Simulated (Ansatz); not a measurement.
## C: a jump of O

Theory: Ansatz 0.2.0, DFT PBE+D3(BJ), scalar-relativistic, plane waves, PAW. Run with 420 eV cutoff, 2×2×2 k-mesh, shifted by half a step, Gaussian smearing of 0.02 eV, no spin polarisation.

Host crystal, relaxed:

```
C
1.0
     2.13468   -1.23246   -0.01079
     2.13468    1.23246   -0.01079
    -1.40161    0.00000    3.38107
C
2
Cartesian
  3.5578 0.0000 -0.0176
  -0.6901 0.0000 3.3771
```

In a supercell of 32 host sites, interstitial O hops to an equivalent place, moving 1.48 Å between the relaxed ends. Climbing-image nudged elastic band at fixed cell with images 0 (start) to 6 (end), the path measured over all atoms, converged to 0.05 eV/Å; the order of the saddle wasn't checked, and the small cell leaves errors of about a tenth of an eV.

Supercell rows in host cell vectors: 1 1 -1; 1 -3 -1; -3 1 -1. O was set at (0.333, 0.417, 0.562) of the host cell.

At the relaxed start O has 1 C at 1.40 Å.

Problem. How high is the barrier, and where does the atom pass?

Solution. 1.07 eV at image 3, where O has 2 C at 1.86 Å, 4 C at 2.22 Å.

Cost: 1 run of about 1.8 core-minutes, on AMD EPYC 9R45 (Zen 5) (shared hosts).